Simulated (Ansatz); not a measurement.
Pt in Ansatz: convergence with xc grid

Crystal: Pt.

```
CELL_PARAMETERS angstrom
-1.58217 1.58498 1.58466
1.60292 -1.57978 1.60020
1.56748 1.56509 -1.57945
ATOMIC_POSITIONS crystal
Pt 0.00000 0.00000 0.00000
```

This isn't the form of Pt at room conditions, which is fcc.

```yaml
Program: Ansatz 0.2.0
Task: convergence study
Functional: LDA
Potentials_or_basis: PseudoDojo standard (LDA files)
Cutoff: "1143 eV (not typed: the program's choice for these potentials)"
k_mesh: 9 × 8 × 9
Occupations: methfessel-paxton, width 0.05 eV
Spin: no spin polarisation
```

These are the settings of the first run; the series varies xc grid, with any setting tied to it.

Hardware: 2 threads of Arm Neoverse V2, on a shared host.

| xc grid | energy less the tightest run, at zero smearing (meV/atom) | SCF cycles | CPU time (s) | peak memory (GiB) |
| --- | --- | --- | --- | --- |
| 1 | 0.00 | 6 | 13 | 0.41 |
| 2 | 0.00 | 6 | 13 | 0.42 |
| 3 | 0.00 | 6 | 13 | 0.42 |
| 4 | 0.00 | 6 | 13 | 0.45 |
| 5 | 0.00 | 6 | 13 | 0.48 |

Against the tightest run, the energy stays within 1 meV/atom from 1 on. The tightest run that finished is the yardstick and may itself not be fully converged.

 The run has no spin-orbit coupling, so splittings on Pt are missing.
